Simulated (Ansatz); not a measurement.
Frozen-phonon scan for GeTe (alpha-GeTe type, space group R3m)

Relaxed GeTe (alpha-GeTe type, space group R3m):

```
CELL_PARAMETERS angstrom
      4.22663     2.44024     7.27983
      0.00000     2.44024     7.27983
      0.00000    -2.44024     3.63992
ATOMIC_POSITIONS crystal
  Ge 0.00000 0.23423 0.23423
  Ge 0.50000 0.23423 0.23423
  Te 0.00000 0.76577 0.76577
  Te 0.50000 0.76577 0.76577
```

The atoms are displaced by Q × the pattern below (from a DFPT mode at F = (0.5, 0.5, 0.0), largest move 1; Q in Å), at fixed cell. (q is in reciprocal vectors of the primitive cell; the cell shown is doubled to hold the pattern.)

```
atom      x       y       z
----  -----  ------  ------
Ge1   0.000   0.961   0.278
Ge2   0.000  -0.961  -0.278
Te3   0.000  -0.424  -0.404
Te4   0.000   0.424   0.404
```

Computed with PBE (plane waves to 420 eV, PAW, scalar-relativistic; Ansatz, a quantum-chemistry and plane-wave program). k mesh 10×10×10 (Γ-centred), Fermi-Dirac smearing 0.05 eV. E stands for the smeared free energy. Compression counts positive. GeTe was relaxed with its symmetry unable to fall. Spin-orbit coupling is left out, though Te is heavy. The zero of ΔE is the undisplaced structure.

```
Q (Å)   ΔE (eV/cell)  −dE/dQ from forces (eV/Å)  P (GPa)
------  ------------  -------------------------  -------
-0.100        0.0504                      1.042     0.50
-0.083        0.0346                      0.850     0.35
-0.067        0.0220                      0.669     0.23
-0.050        0.0123                      0.495     0.13
-0.033        0.0054                      0.327     0.06
-0.017        0.0014                      0.163     0.02
0.000         0.0000                      0.000     0.01
0.017         0.0014                     -0.163     0.02
0.033         0.0054                     -0.327     0.06
0.050         0.0123                     -0.495     0.13
0.067         0.0220                     -0.669     0.23
0.083         0.0346                     -0.850     0.35
0.100         0.0504                     -1.042     0.50
```

What the scan shows:

- Energy at Q = 0.100 Å: 50.4 meV/cell
- Space group of the distorted cell: Pm (No. 6), lowered from R3m
- Symmetry of the curve: even: the same for both signs
- Shape of the curve: a single well with its minimum at or next to zero displacement
- Harmonic wavenumber from the curvature (finite differences): 107 cm⁻¹
- Wavenumber by perturbation theory (DFPT, on another k mesh): 107 cm⁻¹

(A displaced cell: forces are minus the slopes of the energy, force constants its curvatures, and phonons follow from these.)
